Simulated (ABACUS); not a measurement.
# InPd in ABACUS: the effect of pseudo set

Crystal: InPd.

```
CELL_PARAMETERS angstrom
3.29355 0.00000 0.00000
0.00000 3.29355 0.00000
0.00000 0.00000 3.29355
ATOMIC_POSITIONS crystal
In 0.00000 0.00000 0.00000
Pd 0.50000 0.50000 0.50000
```

The cell comes from a database or a generator and needn't be the stable form of this composition.

The cell isn't the ideal one: volume scaled by 1.02.

Alike in all runs:

```yaml
Program: ABACUS 3.10.1
Task: equation of state
Functional: PBE
Basis: plane waves
k_mesh: 6 × 6 × 6
Occupations: fermi-dirac, width 0.05 eV
Spin: no spin polarisation
```

```csv
pseudo set,cutoff,pressure (GPa)
Ansatz NC PBE,1116 eV,1.5
GBRV ultrasoft 1.5 PBE,544 eV,?
PseudoDojo NC SR 0.4.1 PBE standard,1116 eV,1.5
PseudoDojo NC SR 0.5 PBE stringent,1116 eV,1.4
SG15 ONCV 1.2 PBE,1116 eV,1.6
SPMS ONCV 1.0 PBE,1116 eV,1.8
```

**Question.** What does the run with pseudo set GBRV ultrasoft 1.5 PBE give?

**Answer.** Pressure 0.3 GPa.

Caveats: this set's palladium file may shift the pressure by some GPa (some runs).

The runs don't all hold the same shells in valence.
